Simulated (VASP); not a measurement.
# CdSe (F-43m) in VASP: Born charges and dielectric tensor with RPBE

Aim: the Born charges and dielectric tensor of CdSe with RPBE.

Everything below comes from runs of VASP 6.6.1. Logs are shortened: lines on timing, memory, paths and dates and some standing lists are left out, and cuts for length are marked.

## 1. The structure

The structure is cubic, space group F-43m (No. 216). Conventional cell: a = 6.293 Å, b = 6.293 Å, c = 6.293 Å, α = 90.00°, β = 90.00°, γ = 90.00°. Around Cd (site symmetry -43m) lie 4 Se at 2.72 Å. Se (site symmetry -43m) has 4 Cd at 2.72 Å as nearest neighbours.

Measurements of this composition are mostly on another form, of space group No. 186.

## 2. Born charges and dielectric tensor, RPBE

Input file INCAR:

```
SYSTEM = CdSe
  ALGO = Fast
  EDIFF = 1E-8
  ENCUT = 600
  GGA = RP
  IBRION = 8
  ISIF = 2
  ISMEAR = 0
  LASPH = .TRUE.
  LCHARG = .FALSE.
  LEPSILON = .TRUE.
  LREAL = .FALSE.
  LWAVE = .FALSE.
  NELM = 60
  NSW = 1
  PREC = Accurate
  SIGMA = 0.02
```

Input file KPOINTS:

```
k-points
0
G
  10 10 10
  0 0 0
```

Input file POSCAR:

```
CdSe
1.0
    0.0000000000      3.1465100000      3.1465100000
    3.1465100000      0.0000000000      3.1465100000
    3.1465100000      3.1465100000      0.0000000000
Cd Se
1 1
Direct
    0.0000000000      0.0000000000      0.0000000000
    0.2500000000      0.2500000000      0.2500000000
```

Potentials or basis: VASP PAW PBE potentials, release 64 (Cd, Se).

On the command line:

```bash
cat potpaw_PBE.64/Cd/POTCAR potpaw_PBE.64/Se/POTCAR > POTCAR
mpirun -np 1 vasp_std > vasp.out
```

OUTCAR:

```text
SYSTEM = CdSe
   EDIFF = 1E-8
   ENCUT = 600
   GGA = RP
   IBRION = 8
   ISIF = 2
   ISMEAR = 0
   LASPH = .TRUE.
   LEPSILON = .TRUE.
   LREAL = .FALSE.
   NELM = 60
   NSW = 1
   PREC = Accurate

 ion  position               nearest neighbor table
   1  0.000  0.000  0.000-   2 2.72   2 2.72   2 2.72   2 2.72
   2  0.250  0.250  0.250-   1 2.72   1 2.72   1 2.72   1 2.72

  LATTYP: Found a face centered cubic cell.
 ALAT       =     6.2930200000

  Lattice vectors:

 A1 = (   0.0000000000,   3.1465100000,   3.1465100000)
 A2 = (   3.1465100000,   0.0000000000,   3.1465100000)
 A3 = (   3.1465100000,   3.1465100000,   0.0000000000)

Analysis of symmetry for initial positions (statically):
=====================================================================
 Subroutine PRICEL returns:
 Original cell was already a primitive cell.

 Routine SETGRP: Setting up the symmetry group for a
 face centered cubic supercell.

 Subroutine GETGRP returns: Found 24 space group operations
 (whereof 24 operations were pure point group operations)
 out of a pool of 48 trial point group operations.

The static configuration has the point symmetry T_d .

Analysis of symmetry for dynamics (positions and initial velocities):
=====================================================================
 Subroutine PRICEL returns:
 Original cell was already a primitive cell.

 Routine SETGRP: Setting up the symmetry group for a
 face centered cubic supercell.

 Subroutine GETGRP returns: Found 24 space group operations
 (whereof 24 operations were pure point group operations)
 out of a pool of 48 trial point group operations.

The dynamic configuration has the point symmetry T_d .

 Subroutine INISYM returns: Found 24 space group operations
 (whereof 24 operations are pure point group operations),
 and found     1 'primitive' translations

----------------------------------------------------------------------------------------

                                     Primitive cell

  volume of cell :      62.3042

  direct lattice vectors                    reciprocal lattice vectors
     0.000000000  3.146510000  3.146510000    -0.158906217  0.158906217  0.158906217
     3.146510000  0.000000000  3.146510000     0.158906217 -0.158906217  0.158906217
     3.146510000  3.146510000  0.000000000     0.158906217  0.158906217 -0.158906217

  length of vectors
     4.449837116  4.449837116  4.449837116     0.275233641  0.275233641  0.275233641

  position of ions in fractional coordinates (direct lattice)
     0.000000000  0.000000000  0.000000000
     0.250000000  0.250000000  0.250000000

  ion indices of the primitive-cell ions
   primitive index   ion index
                 1           1
                 2           2

----------------------------------------------------------------------------------------

 KPOINTS: k-points

Automatic generation of k-mesh.
 Grid dimensions read from file:
 generate k-points for:   10   10   10

 Generating k-lattice:

  Cartesian coordinates                     Fractional coordinates (reciprocal lattice)
    -0.015890622  0.015890622  0.015890622     0.100000000  0.000000000  0.000000000
     0.015890622 -0.015890622  0.015890622     0.000000000  0.100000000  0.000000000
     0.015890622  0.015890622 -0.015890622     0.000000000  0.000000000  0.100000000

  Length of vectors
     0.027523364  0.027523364  0.027523364

  Shift w.r.t. Gamma in fractional coordinates (k-lattice)
     0.000000000  0.000000000  0.000000000

 Subroutine IBZKPT returns following result:
 ===========================================

 Found     47 irreducible k-points:

 Following reciprocal coordinates:
[... 492 lines left out ...]
      direct lattice vectors                 reciprocal lattice vectors
     0.000000000  3.146510000  3.146510000    -0.158906217  0.158906217  0.158906217
     3.146510000  0.000000000  3.146510000     0.158906217 -0.158906217  0.158906217
     3.146510000  3.146510000  0.000000000     0.158906217  0.158906217 -0.158906217

 POSITION                                       TOTAL-FORCE (eV/Angst)
 -----------------------------------------------------------------------------------
      0.00000      0.00000      0.00000        -0.000000     -0.000000      0.000000
      1.57326      1.57326      1.57326         0.000000      0.000000     -0.000000
 -----------------------------------------------------------------------------------
    total drift:                               -0.000000     -0.000000     -0.000000

  FREE ENERGIE OF THE ION-ELECTRON SYSTEM (eV)
  ---------------------------------------------------
  free  energy   TOTEN  =        -4.8799493952 eV

  energy  without entropy=       -4.8799493952  energy(sigma->0) =       -4.87994940

 HEAD OF MICROSCOPIC STATIC DIELECTRIC TENSOR (INDEPENDENT PARTICLE, excluding Hartree and local field effects)
 ------------------------------------------------------
           9.566572     0.000000     0.000000
           0.000000     9.566572     0.000000
           0.000000    -0.000000     9.566572
 ------------------------------------------------------

 Free energy of the ion-electron system (eV)
  ---------------------------------------------------
  ---------------------------------------------------
  free energy    TOTEN  =        -1.57108528 eV

  energy without entropy =       -1.57108528

------------------------ aborting loop because EDIFF is reached ----------------------------------------

--------------------------------------- Ionic step        2  -------------------------------------------

------------------------ aborting loop because EDIFF is reached ----------------------------------------

--------------------------------------- Ionic step        3  -------------------------------------------

------------------------ aborting loop because EDIFF is reached ----------------------------------------

 PIEZOELECTRIC TENSOR FIELD DIRECTION 3  (e Angst)
 -----------------------------------------------------------------------------
    -0.00091 -2.75587  0.00000           (  0.00000  0.04292  0.00000)
    -2.75587 -0.00091  0.00000           (  0.04292  0.00000  0.00000)
     0.00000  0.00000 -0.00082           (  0.00000  0.00000 -0.00000)

 PIEZOELECTRIC TENSOR FIELD DIRECTION 3  (C/m^2)
 -----------------------------------------------------------------------------
    -0.00023 -0.70868  0.00000
    -0.70868 -0.00023  0.00000
     0.00000  0.00000 -0.00021

--------------------------------------- Ionic step        4  -------------------------------------------

------------------------ aborting loop because EDIFF is reached ----------------------------------------

[... ionic steps 5 to 6 ...]

--------------------------------------- Ionic step        7  -------------------------------------------

 Free energy of the ion-electron system (eV)
  ---------------------------------------------------
  ---------------------------------------------------
  free energy    TOTEN  =        -0.08487617 eV

  energy without entropy =       -0.08487617

------------------------ aborting loop because EDIFF is reached ----------------------------------------

 INTERNAL STRAIN TENSOR  FOR ION    2  DIRECTION 1   (eV/Angst):
 -----------------------------------------------------------------------------
     0.00638  0.00000  0.00000
     0.00000 -0.00092 -3.92883
     0.00000 -3.92883 -0.00092

 MACROSCOPIC STATIC DIELECTRIC TENSOR (including local field effects in DFT)
 ------------------------------------------------------
           9.332160     0.000000    -0.000000
          -0.000000     9.332160     0.000000
           0.000000    -0.000000     9.332160
 ------------------------------------------------------

 PIEZOELECTRIC TENSOR (including local field effects)  for field in x, y, z        (e  Angst)
          XX          YY          ZZ          XY          YZ          ZX
  --------------------------------------------------------------------------------
  x     0.00000    -0.00000    -0.00000     0.00000    -2.76653     0.00000
  y    -0.00000    -0.00000    -0.00000     0.00000     0.00000    -2.76653
  z     0.00000    -0.00000     0.00000    -2.76653     0.00000     0.00000

 PIEZOELECTRIC TENSOR (including local field effects)  for field in x, y, z        (C/m^2)
          XX          YY          ZZ          XY          YZ          ZX
  --------------------------------------------------------------------------------
  x     0.00000    -0.00000    -0.00000     0.00000    -0.71142     0.00000
  y    -0.00000    -0.00000    -0.00000     0.00000     0.00000    -0.71142
  z     0.00000    -0.00000     0.00000    -0.71142     0.00000     0.00000

 BORN EFFECTIVE CHARGES (including local field effects) (in |e|, cummulative output)
 ---------------------------------------------------------------------------------
 ion    1
    1     2.40698    -0.00000     0.00000
    2     0.00000     2.40698     0.00000
    3    -0.00000    -0.00000     2.40698
 ion    2
    1    -2.40698     0.00000    -0.00000
    2     0.00000    -2.40698     0.00000
    3     0.00000     0.00000    -2.40698

 INTERNAL STRAIN TENSOR FOR ION    2 for displacements in x,y,z  (eV/Angst):
          X           Y           Z          XY          YZ          ZX
  --------------------------------------------------------------------------------
  x     0.00000     0.00000     0.00000     0.00000    -3.92883     0.00000
  y     0.00000     0.00000     0.00000     0.00000     0.00000    -3.92883
  z     0.00000     0.00000     0.00000    -3.92883     0.00000     0.00000

 SECOND DERIVATIVES (NOT SYMMETRIZED)
 ------------------------------------
               1X          1Y          1Z          2X          2Y          2Z
  1X    -3.596632    0.000000    0.000000    3.596632    0.000000    0.000000
  1Y     0.000000   -3.596632    0.000000    0.000000    3.596632    0.000000
  1Z     0.000000    0.000000   -3.596632    0.000000    0.000000    3.596632
  2X     3.584576    0.000000    0.000000   -3.584576    0.000000    0.000000
  2Y     0.000000    3.584576    0.000000    0.000000   -3.584576    0.000000
  2Z     0.000000    0.000000    3.584576    0.000000    0.000000   -3.584576

 Eigenvectors and eigenvalues of the dynamical matrix
 ----------------------------------------------------

   1 f  =    4.349116 THz    27.326301 2PiTHz  145.070891 cm-1    17.986490 meV
             X         Y         Z           dx          dy          dz
      0.000000  0.000000  0.000000    -0.642974   -0.000000   -0.000000
      1.573255  1.573255  1.573255     0.765888    0.000000   -0.000000
[... 21 lines left out ...]
   6 f/i=    0.003595 THz     0.022590 2PiTHz    0.119928 cm-1     0.014869 meV
             X         Y         Z           dx          dy          dz
      0.000000  0.000000  0.000000     0.577326   -0.353640    0.358074
      1.573255  1.573255  1.573255     0.484674   -0.296886    0.300609

--------------------------------------------------------------------------------------------------------

 MACROSCOPIC STATIC DIELECTRIC TENSOR IONIC CONTRIBUTION
 ------------------------------------------------------
           4.686240    -0.000000    -0.000000
          -0.000000     4.686240    -0.000000
          -0.000000    -0.000000     4.686240
 ------------------------------------------------------

 ELASTIC MODULI CONTR FROM IONIC RELAXATION (kBar)
 Direction    XX          YY          ZZ          XY          YZ          ZX
 --------------------------------------------------------------------------------
 XX          -0.0000     -0.0000      0.0000     -0.0000      0.0000      0.0000
 YY          -0.0000     -0.0000     -0.0000     -0.0000     -0.0000      0.0000
 ZZ           0.0000     -0.0000     -0.0000      0.0000     -0.0000      0.0000
 XY          -0.0000     -0.0000      0.0000   -113.4235      0.0000      0.0000
 YZ           0.0000     -0.0000     -0.0000      0.0000   -113.4235      0.0000
 ZX           0.0000      0.0000      0.0000      0.0000      0.0000   -113.4235
 --------------------------------------------------------------------------------

 PIEZOELECTRIC TENSOR IONIC CONTR  for field in x, y, z        (C/m^2)
          XX          YY          ZZ          XY          YZ          ZX
  --------------------------------------------------------------------------------
  x    -0.00000     0.00000     0.00000    -0.00000     0.68602    -0.00000
  y    -0.00000    -0.00000    -0.00000    -0.00000    -0.00000     0.68602
  z     0.00000     0.00000    -0.00000     0.68602    -0.00000    -0.00000
```

Run time: 15 min. Hardware: 1 thread of AMD EPYC 9R45 (Zen 5), shared host; peak memory 0.55 GiB.

What came out:

```
Band gap on the k mesh                                  : 0.57 eV, direct
Electronic dielectric tensor (diagonal)                 : 9.33
Born charges (mean of the diagonal)                     : Cd +2.41; Se -2.41 e
Highest phonon frequency at Γ, LO-TO splitting left out : 145 cm⁻¹
```

Levels at points of the mesh, in eV from the valence-band top:
```tsv
k point	band 6	band 7	band 8	band 9	band 10	band 11	band 12	band 13
(0.00, 0.00, 0.00)	-7.39	0.00	0.00	0.00	0.57	6.00	6.00	6.00
(0.50, 0.00, 0.00)	-7.16	-3.77	-0.61	-0.61	2.38	6.49	6.49	7.32
(0.50, 0.50, 0.00)	-7.10	-3.59	-1.51	-1.51	3.50	3.72	8.88	9.73
```

Phonon frequencies in cm⁻¹ (negative: imaginary):
```
              q point        frequencies
(0.000, 0.000, 0.000)  0 0 0 145 145 145
```

Electronic dielectric tensor:
```
9.33 0.00 0.00
0.00 9.33 0.00
0.00 0.00 9.33
```

Born effective charge tensors (e):
atom 1, Cd
```
2.41 0.00 0.00
0.00 2.41 0.00
0.00 0.00 2.41
```
atom 2, Se
```
-2.41  0.00  0.00
 0.00 -2.41  0.00
 0.00  0.00 -2.41
```

Caveat: the gap is small at this level, which inflates the dielectric constant.
